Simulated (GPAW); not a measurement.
# MoS2 (P6_3/mmc) in GPAW: notebook, part 2 of 2

GPAW 26.7.0. Earlier steps stand in the parts before.

### Step 4. Band structure, PBE+U

Input file run.py:

```python
from ase.dft.bandgap import bandgap
from ase.io import read, write
from ase.units import GPa
from gpaw import GPAW, PW

atoms = read('MoS2.xyz')

calc = GPAW(mode=PW(600),
            xc='PBE',
            kpts={'size': (6, 6, 2), 'gamma': True},
            occupations={'name': 'fermi-dirac', 'width': 0.05},
            setups={'Mo': ':d,3.5'},
            nbands=46,
            convergence={'density': 1e-05, 'energy': 1e-05},
            maxiter=150,
            txt='gpaw.txt')
atoms.calc = calc
energy = atoms.get_potential_energy()
forces = atoms.get_forces()
stress = atoms.get_stress()
calc.write('gs.gpw')
write('result.traj', atoms)
print(f'Energy: {energy:.6f} eV')
print('Forces (eV/A):')
print(forces.round(4))
print('Stress (GPa):', (stress / GPa).round(3))
print('Fermi level:', round(calc.get_fermi_level(), 4), 'eV')
print(f'Gap: {bandgap(calc)[0]:.4f} eV, direct: {bandgap(calc, direct=True)[0]:.4f} eV')

path = atoms.cell.bandpath('GMKGALHA,LM,KH', npoints=60, eps=1e-4)
bs_calc = calc.fixed_density(kpts=path, symmetry='off', nbands=69,
                             convergence={'bands': 'CBM+6.0', 'eigenstates': 1e-6}, txt='bands.txt')
bs = bs_calc.band_structure()
bs.write('bs.json')
print(f'Gap on the path: {bandgap(bs_calc)[0]:.4f} eV')
```

Input file MoS2.xyz:

```xyz
6
Lattice="3.1690000000 0.0000000000 0.0000000000 -1.5845000000 2.7444345046 0.0000000000 0.0000000000 0.0000000000 12.3240000000" Properties=species:S:1:pos:R:3 pbc="T T T"
Mo     1.5845000002      0.9148115014      9.2430000000
Mo    -0.0000000002      1.8296230032      3.0810000000
S      1.5845000002      0.9148115014      4.6461480000
S     -0.0000000002      1.8296230032     10.8081480000
S      1.5845000002      0.9148115014      1.5158520000
S     -0.0000000002      1.8296230032      7.6778520000
```

Potentials or basis: GPAW PAW data sets (gpaw-data 1.2.1), pw.

On the command line:

```sh
> OMP_NUM_THREADS=1 python run.py
```

gpaw.txt:

```text
__  _  _
 | _ |_)|_||  |
 |__||  | ||/\| - 26.7.0

Input parameters:
  mode=PW(ecut=600.0),
  convergence={'density': 1e-05, 'energy': 1e-05},
  kpts=MonkhorstPack(size=(6, 6, 2), gamma=True),
  maxiter=150,
  nbands=46,
  occupations=Occupations(name='fermi-dirac', width=0.05),
  setups={'Mo': ':d,3.5'},
  xc=XC(name='PBE')

Diagonalizing LCAO Hamiltonian
Converting LCAO to pw mode

        S

           Mo
        S

           S
        Mo

           S

Atoms  # Å, Bohr magnetons
|   | symbol |         x |        y |         z |    initial magnetic moments |
|---|--------|-----------|----------|-----------|-----------------------------|
| 0 |     Mo |  1.584500 | 0.914812 |  9.243000 | ( 0.0000,  0.0000,  0.0000) |
| 1 |     Mo | -0.000000 | 1.829623 |  3.081000 | ( 0.0000,  0.0000,  0.0000) |
| 2 |      S |  1.584500 | 0.914812 |  4.646148 | ( 0.0000,  0.0000,  0.0000) |
| 3 |      S | -0.000000 | 1.829623 | 10.808148 | ( 0.0000,  0.0000,  0.0000) |
| 4 |      S |  1.584500 | 0.914812 |  1.515852 | ( 0.0000,  0.0000,  0.0000) |
| 5 |      S | -0.000000 | 1.829623 |  7.677852 | ( 0.0000,  0.0000,  0.0000) |

Unit cell  # Å
| periodic |         x |        y |         z |   lengths |     angles |
|----------|-----------|----------|-----------|-----------|------------|
|      yes |  3.169000 | 0.000000 |  0.000000 |  3.169000 |  90.000000 |
|      yes | -1.584500 | 2.744435 |  0.000000 |  3.169000 |  90.000000 |
|      yes |  0.000000 | 0.000000 | 12.324000 | 12.324000 | 120.000000 |

Number of symmetries: 12
Symmetry operations  # r_c * U_cc + t_c -> r_c
|    | kind |            matrix            |
|----|------|------------------------------|
|  0 |  σ   |  1, 1, 0,  0,-1, 0,  0, 0, 1 |
|  1 |  S6  |  1, 1, 0, -1, 0, 0,  0, 0,-1 |
|  2 |  E   |  1, 0, 0,  0, 1, 0,  0, 0, 1 |
|  3 |  C2  |  1, 0, 0, -1,-1, 0,  0, 0,-1 |
|  4 |  C2  |  0, 1, 0,  1, 0, 0,  0, 0,-1 |
|  5 |  C3  |  0, 1, 0, -1,-1, 0,  0, 0, 1 |
|  6 |  S6  |  0,-1, 0,  1, 1, 0,  0, 0,-1 |
|  7 |  σ   |  0,-1, 0, -1, 0, 0,  0, 0, 1 |
|  8 |  σ   | -1, 0, 0,  1, 1, 0,  0, 0, 1 |
|  9 |  i   | -1, 0, 0,  0,-1, 0,  0, 0,-1 |
| 10 |  C3  | -1,-1, 0,  1, 0, 0,  0, 0, 1 |
| 11 |  C2  | -1,-1, 0,  0, 1, 0,  0, 0,-1 |

BZ-sampling:
  Number of BZ points: 72
  Number of IBZ points: 14

  Monkhorst-Pack size: [6, 6, 2]
  Monkhorst-Pack shift: [0.08333333333333333, 0.08333333333333333, 0.25]

K-points  # in reciprocal-cell coordinates
|     |                                coordinates |     weight |
|-----|--------------------------------------------|------------|
|   0 | (  0.00000000,   0.00000000,   0.00000000) | 0.01388889 |
|   1 | (  0.00000000,   0.00000000,   0.50000000) | 0.01388889 |
|   2 | (  0.16666667,   0.00000000,   0.00000000) | 0.08333333 |
|   3 | (  0.16666667,   0.00000000,   0.50000000) | 0.08333333 |
|   4 | (  0.33333333,  -0.16666667,   0.00000000) | 0.08333333 |
|   5 | (  0.33333333,  -0.16666667,   0.50000000) | 0.08333333 |
|   6 | (  0.33333333,   0.00000000,   0.00000000) | 0.08333333 |
|   7 | (  0.33333333,   0.00000000,   0.50000000) | 0.08333333 |
|   8 | (  0.33333333,   0.33333333,   0.00000000) | 0.02777778 |
|   9 | (  0.33333333,   0.33333333,   0.50000000) | 0.02777778 |
| ... |                                            |            |
|  13 | (  0.50000000,   0.50000000,   0.50000000) | 0.04166667 |

Plane wave coefficients: 3614
Cutoff: 600.0 eV

Spin-components: 1 (collinear spins)
Bands:           46
Projectors:      32
Spin-degeneracy: 2
Datatype:        complex128

Parallelization:
  kpt:    1
  domain: 1
  band:   1

Density:
  Valence electrons: 52.0
  Components: 1
  Grid points: [18 18 70]
  Charge: 0.0  # |e|

Potential:
  Grid points: [18 18 70]

species:
  Mo:
    name:    Molybdenum
    Z:       42.0
    valence: 14
    core:    28
    charge:  0.0  # [|e|]
    Hubbard: {U: 3.5,  # eV
              l: 2,
              scale: True}
    compensation charges:
      type: gauss
      rc: 0.38  # [Å]
      lmax: 2
    cutoffs:
      filter: 2.16  # [Å]
      core: 1.42  # [Å]
    projectors
    | kind |    occ | energy [eV] | rcut [Å] |
    |------|--------|-------------|----------|
    |   4s |  2.000 |     -64.307 |    1.238 |
    |   5s |  1.000 |      -4.084 |    1.238 |
    |   4p |  6.000 |     -38.491 |    1.296 |
    |   5p |  0.000 |      -1.044 |    1.296 |
    |   4d |  5.000 |      -3.754 |    1.296 |
    |    d |        |      23.458 |    1.296 |

    Using partial waves for Mo as LCAO basis

  S:
    name:    Sulfur
    Z:       16.0
    valence: 6
    core:    10
    charge:  0.0  # [|e|]
    compensation charges:
      type: gauss
      rc: 0.24  # [Å]
      lmax: 2
    cutoffs:
      filter: 1.77  # [Å]
      core: 1.66  # [Å]
    projectors
    | kind |    occ | energy [eV] | rcut [Å] |
    |------|--------|-------------|----------|
    |   3s |  2.000 |     -17.254 |    0.974 |
    |   3p |  4.000 |      -7.008 |    0.979 |
    |    s |        |       9.957 |    0.974 |
    |    p |        |      20.203 |    0.979 |
    |    d |        |       0.000 |    0.900 |

    Using partial waves for S as LCAO basis

Reference energy: -263698.624853  # eV

eigensolver:
  PPCG
  Converge bands: occupied
  niter=2

density mixing:
  MSR1-Mixer
  Pratt-step length: 0.05
  Maximum mixing coefficient: 0.75
  Old densities: 10
  SVD Regularization: 0.005
  Good broyden scale: 1.0
  Trust region scale: 1.0
  Backstep threshold: 4.0
  History deletion threshold: 6.0
  Fourier metric: weight=20.0, sigma=0.015

occupation numbers:
  Fermi-Dirac:
    width: 0.0500  # eV

poisson solver:
  ecut: 4800.0  # eV

xc functional:
  name: PBE with 2 nearest neighbor stencil

convergence criteria:
- Maximum integral of absolute [dens]ity change: 1e-05 electrons / valence electron
- Maximum [total energy] change in last 3 cyles: 1e-05 eV / valence electron
- Maximum integral of absolute [eigenst]ate change: 4e-08 eV^2 / valence electron
maximum number of iterations: 150

SCF iterations
|iter     | |      energy | eigst |  dens |
|---------|-|-------------|-------|-------|
|iter:   1| |  -38.421545 | +0.57 |       |
|iter:   2| |  -37.620814 | -1.14 | -0.98 |
|iter:   3| |  -35.572384 | -1.12 | -1.05 |
|iter:   4| |  -35.443101 | -1.90 | -1.45 |
|iter:   5| |  -35.461039 | -2.57 | -1.76 |
|iter:   6| |  -35.496745 | -2.83 | -1.99 |
|iter:   7| |  -35.443522 | -3.07 | -1.99 |
|iter:   8| |  -35.444124 | -4.81 | -3.02 |
|iter:   9| |  -35.444490 | -5.38 | -3.36 |
|iter:  10| |  -35.444550c| -5.90 | -3.78 |
|iter:  11| |  -35.444554c| -6.48 | -4.12 |
|iter:  12| |  -35.444555c| -7.95c| -4.62 |
|iter:  13| |  -35.444555c| -7.92c| -5.09c|

Converged in 13 steps
Energy contributions relative to reference atoms: (reference = -263698.624853)

Energy contributions:
  Kinetic:          -0.868326
  Coulomb:         -11.510867
  Zero:             -0.148276
  External:          0.000000
  Xc:              -22.917082
  Entropy:          -0.000007
  Spinorbit:         0.000000
  ----------------------------
  Free energy:     -35.444558
  Extrapolated:    -35.444555

dipole moment: (0.000001, 0.000002, 0.000007)  # |e|*Ang

Fermi level: 8.456
Eigenvalues  # (at kpt = [0.000, 0.000, 0.000])
| band index |      eig [eV] | occ [0-2] |
|------------|---------------|-----------|
|          0 |       -53.480 |     2.000 |
|        ... |               |           |
|         18 |         4.942 |     2.000 |
|         19 |         6.118 |     2.000 |
|         20 |         6.118 |     2.000 |
|         21 |         6.167 |     2.000 |
|         22 |         6.167 |     2.000 |
|         23 |         6.879 |     2.000 |
[... 8 lines left out ...]
|         32 |        10.613 |     0.000 |
|         33 |        10.613 |     0.000 |
|        ... |               |           |
|         45 |        20.590 |     0.000 |

Gap: 0.963 eV
Transition (v -> c):
  (s=0, k=0, n=25, [0.00, 0.00, 0.00]) -> (s=0, k=8, n=26, [0.33, 0.33, 0.00])
Direct/indirect transitions are different
Direct gap: 1.432 eV
Transition at: (s=0, k=8, n=25, [0.33, 0.33, 0.00])

Forces  # eV/Ang
|        x |        y |        z |
|----------|----------|----------|
|  0.00000 | -0.00000 | -0.00004 |  # Mo   0
| -0.00000 |  0.00000 |  0.00004 |  # Mo   1
|  0.00000 | -0.00000 |  0.00635 |  # S    2
|  0.00000 |  0.00000 |  0.00648 |  # S    3
|  0.00000 | -0.00000 | -0.00648 |  # S    4
|  0.00000 |  0.00000 | -0.00635 |  # S    5

Stress tensor  # eV/Ang^3
|         x |         y |         z |
|-----------|-----------|-----------|
| -0.014936 | -0.000000 |  0.000000 |
| -0.000000 | -0.014936 | -0.000000 |
|  0.000000 |  0.000000 | -0.017253 |

# Writing to gs.gpw (mode='')
```

Run time: 3.9 min. Hardware: 1 thread of Arm Neoverse V1, shared host; peak memory 0.55 GiB.

Results:

- Free energy: -35.4446 eV
- Pressure: 2.5 GPa
- Largest force: 0.006 eV/Å
- Band gap on the k mesh: 0.96 eV, indirect (least direct gap 1.43 eV)
- Band gap along the path: 0.96 eV, indirect (least direct gap 1.43 eV)

Forces on the atoms (eV/Å):
```
Mo   0.000  0.000  0.000
Mo   0.000  0.000  0.000
S    0.000  0.000  0.006
S    0.000  0.000  0.006
S    0.000  0.000 -0.006
S    0.000  0.000 -0.006
```

Levels at the corners of the path, in eV from the valence-band top:
```csv
point,band 22,band 23,band 24,band 25,band 26,band 27,band 28,band 29,band 30,band 31
Γ,-1.87,-1.87,-1.16,-1.03,0.00,2.31,2.31,2.34,2.34,2.41
M,-2.29,-1.57,-1.38,-1.31,-1.21,1.71,1.75,1.96,2.23,3.06
K,-3.62,-2.49,-2.49,-0.63,-0.47,0.96,0.96,2.07,2.95,2.95
Γ,-1.87,-1.87,-1.16,-1.03,0.00,2.31,2.31,2.34,2.34,2.41
A,-1.89,-1.89,-1.89,-0.24,-0.24,2.31,2.31,2.31,2.31,2.50
L,-2.42,-1.48,-1.48,-1.26,-1.26,1.73,1.73,2.11,2.11,3.42
H,-3.27,-2.65,-2.65,-0.56,-0.56,0.96,0.96,2.53,2.53,2.99
A,-1.89,-1.89,-1.89,-0.24,-0.24,2.31,2.31,2.31,2.31,2.50
L,-2.42,-1.48,-1.48,-1.26,-1.26,1.73,1.73,2.11,2.11,3.42
M,-2.29,-1.57,-1.38,-1.31,-1.21,1.71,1.75,1.96,2.23,3.06
K,-3.62,-2.49,-2.49,-0.63,-0.47,0.96,0.96,2.07,2.95,2.95
H,-3.27,-2.65,-2.65,-0.56,-0.56,0.96,0.96,2.53,2.53,2.99
```

Caveat: the k mesh is coarse; this functional lacks dispersion, which binds the layers, so the pressure and a relaxed spacing across them are unreliable.

### Step 5. Band structure, PBE

Changes to run.py since step 4:

```diff
@@ -1,7 +1,17 @@
 from ase.dft.bandgap import bandgap
-from ase.io import read, write
+from ase.io import write
+from ase.spacegroup import crystal
 from ase.units import GPa
-from gpaw import GPAW, PW
+from gpaw import GPAW, PW, setup_paths
 
-atoms = read('MoS2.xyz')
+setup_paths.insert(0, '.')
+
+# Mo 2c
+# S 4f
+atoms = crystal(['Mo', 'S'],
+                basis=[[0.6666666667, 0.3333333333, 0.75],
+                       [0.6666666667, 0.3333333333, 0.377]],
+                spacegroup=194, setting=1,  # P6_3/mmc
+                cellpar=[3.169, 3.169, 12.324, 90.0, 90.0, 120.0],
+                primitive_cell=True)
 
@@ -11,4 +21,4 @@
             occupations={'name': 'fermi-dirac', 'width': 0.05},
-            setups={'Mo': ':d,3.5'},
-            nbands=46,
+            setups={'Mo': 'jth', 'S': 'jth'},
+            nbands=-20,
             convergence={'density': 1e-05, 'energy': 1e-05},
@@ -30,3 +40,3 @@
 path = atoms.cell.bandpath('GMKGALHA,LM,KH', npoints=60, eps=1e-4)
-bs_calc = calc.fixed_density(kpts=path, symmetry='off', nbands=69,
+bs_calc = calc.fixed_density(kpts=path, symmetry='off', nbands=-36,
                              convergence={'bands': 'CBM+6.0', 'eigenstates': 1e-6}, txt='bands.txt')
```

Potentials or basis: JTH PAW 2.0, PBE, pw.

On the command line:

```sh
> OMP_NUM_THREADS=1 python run.py
```

Wall time 4.2 min (1 thread of Arm Neoverse V1, shared host); peak memory 0.52 GiB.

It converged, with:

```
Free energy             : -43.5919 eV
Pressure                : 1.7 GPa
Largest force           : 0.100 eV/Å
Band gap on the k mesh  : 0.89 eV, indirect (least direct gap 1.66 eV)
Band gap along the path : 0.88 eV, indirect (least direct gap 1.66 eV)
```

Forces on the atoms (eV/Å):
```
Mo   0.000  0.000  0.000
Mo   0.000  0.000  0.000
S    0.000  0.000 -0.100
S    0.000  0.000 -0.100
S    0.000  0.000  0.100
S    0.000  0.000  0.100
```

Stress tensor (GPa, compression positive):
```
1.54 0.00 0.00
0.00 1.54 0.00
0.00 0.00 1.89
```

Levels at the corners of the path, in eV from the valence-band top:
```tsv
point	band 24	band 25	band 26	band 27	band 28	band 29
Γ	-1.19	-1.14	0.00	2.10	2.10	2.13
M	-1.53	-1.40	-1.27	1.61	1.66	2.01
K	-2.69	-0.76	-0.60	1.06	1.06	1.85
Γ	-1.19	-1.14	0.00	2.10	2.10	2.13
A	-2.14	-0.27	-0.27	2.11	2.11	2.11
L	-1.63	-1.33	-1.33	1.63	1.63	2.15
H	-2.87	-0.69	-0.69	1.06	1.06	2.31
A	-2.14	-0.27	-0.27	2.11	2.11	2.11
L	-1.63	-1.33	-1.33	1.63	1.63	2.15
M	-1.53	-1.40	-1.27	1.61	1.66	2.01
K	-2.69	-0.76	-0.60	1.06	1.06	1.85
H	-2.87	-0.69	-0.69	1.06	1.06	2.31
```

Caveat: the k mesh is coarse; the program truncates these outside data sets; this functional lacks dispersion, which binds the layers, so the pressure and a relaxed spacing across them are unreliable.

### Step 6. Summary

| task | level | potentials or basis | U | data set | band path | band points | gap on the mesh (eV) | pressure (GPa) | largest force (eV/Å) |
| --- | --- | --- | --- | --- | --- | --- | --- | --- | --- |
| equation of state | PBE | JTH PAW 2.0, PBE, pw | - | Mo jth, S jth | - | - | - | - | - |
| band structure | PBE | PAW data sets generated in the run's folder for this functional, pw | - | - | GMKGALHA,LM,KH | 80 | 0.88 | 1.9 | 0.05 |
| band structure | PBE+U | GPAW PAW data sets (gpaw-data 1.2.1), pw | Mo d U = 3.5 eV | - | GMKGALHA,LM,KH | 60 | 0.96 | 2.5 | 0.01 |
| band structure | PBE | JTH PAW 2.0, PBE, pw | - | Mo jth, S jth | GMKGALHA,LM,KH | 60 | 0.89 | 1.7 | 0.10 |

Alike in all rows: no spin polarisation; cell as given; k mesh 6 × 6 × 2; cutoff (eV) 600; smearing fermi-dirac 0.05 eV; the mesh is coarse, so values aren't converged.

Caveats: some runs use coarse meshes; this functional lacks dispersion, which binds the layers, so the pressure and a relaxed spacing across them are unreliable; the program truncates these outside data sets (some runs).

Total energies depend on the potentials used, so only differences within one code and one set of settings carry meaning.

### Step 7. Against experiment

Step 3. Against the measured gap of MoS2, 1.3 eV (indirect; 300 K; “Multiwavelength excitation Raman Scattering Analysis of bulk and 2 dimensional MoS2: Vibrational properties of atomically thin MoS2 layers”, 2015, arxiv:1506.03228), the calculated 0.88 eV is off by -0.42 eV. Spin-orbit coupling on Mo is left out. The value is that of PBE, without temperature or zero-point motion. Semilocal functionals fall short of measured gaps as a rule.

Step 4. Against the measured gap of MoS2, 1.3 eV (indirect; 300 K; “Multiwavelength excitation Raman Scattering Analysis of bulk and 2 dimensional MoS2: Vibrational properties of atomically thin MoS2 layers”, 2015, arxiv:1506.03228), the calculated 0.96 eV is off by -0.34 eV. Spin-orbit coupling on Mo is left out. The value is that of PBE+U, without temperature or zero-point motion.

Step 5. Against the measured gap of MoS2, 1.3 eV (indirect; 300 K; “Multiwavelength excitation Raman Scattering Analysis of bulk and 2 dimensional MoS2: Vibrational properties of atomically thin MoS2 layers”, 2015, arxiv:1506.03228), the calculated 0.88 eV is off by -0.42 eV. Spin-orbit coupling on Mo is left out. The value is that of PBE, without temperature or zero-point motion. Semilocal functionals fall short of measured gaps as a rule.
